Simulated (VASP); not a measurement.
Set up this calculation in VASP 6.6.1, as the native input.

| Item | Value |
| --- | --- |
| Task | single point |
| Functional | PBE |
| Potentials or basis | VASP PAW PBE potentials, release 64 (Pb_d, S) |
| Cutoff | 520 eV |
| k mesh | 10 × 10 × 10 |
| Occupations | gaussian, width 0.05 eV |
| Spin | no spin polarisation |
| Dipole correction | no |
| Further INCAR settings | ALGO = Normal; EDIFF = 1e-07; NBANDS = 17 |

The structure of PbS lies in POSCAR:

```
PbS
1.0
    0.0000000000      3.0587829500      3.1032579500
    3.1032579500      0.0000000000      3.1032579500
    3.1032579500      3.0587829500      0.0000000000
Pb S
1 1
Direct
   -0.0252951096      0.0252951096     -0.0252951096
    0.5252951096      0.4747048904      0.5252951096
```

Measurements of this composition are mostly on another form, of space group No. 225.

The cell isn't the ideal one: strained and moved within a subgroup.

The input as run:

INCAR

```
ALGO = Normal
EDIFF = 1E-7
ENCUT = 520
GGA = PE
ISIF = 2
ISMEAR = 0
LASPH = T
LCHARG = T
LELF = T
LREAL = F
LVHAR = T
LWAVE = F
NBANDS = 17
NELM = 100
PREC = Accurate
SIGMA = 0.05
```

KPOINTS

```
k-points
0
Gamma
  10 10 10
```

Potentials or basis: VASP PAW PBE potentials, release 64 (Pb_d, S).

Run with:

```console
$ cat potpaw_PBE.64/Pb_d/POTCAR potpaw_PBE.64/S/POTCAR > POTCAR
$ mpirun -np 1 vasp_std > vasp.out
```

Results of the run:

| Quantity | Value |
| --- | --- |
| Pressure | -2.4 GPa |
| Largest force | 0.173 eV/Å |
| Band gap on the k mesh | 1.12 eV, direct |

Caveat: spin-orbit coupling is left out, which as a rule narrows the gap of such compounds by several tenths of an eV.

Run time: 48 s on 1 thread of AMD EPYC 9R45 96-Core Processor (Zen 5), on a shared host, peak memory 0.22 GiB.
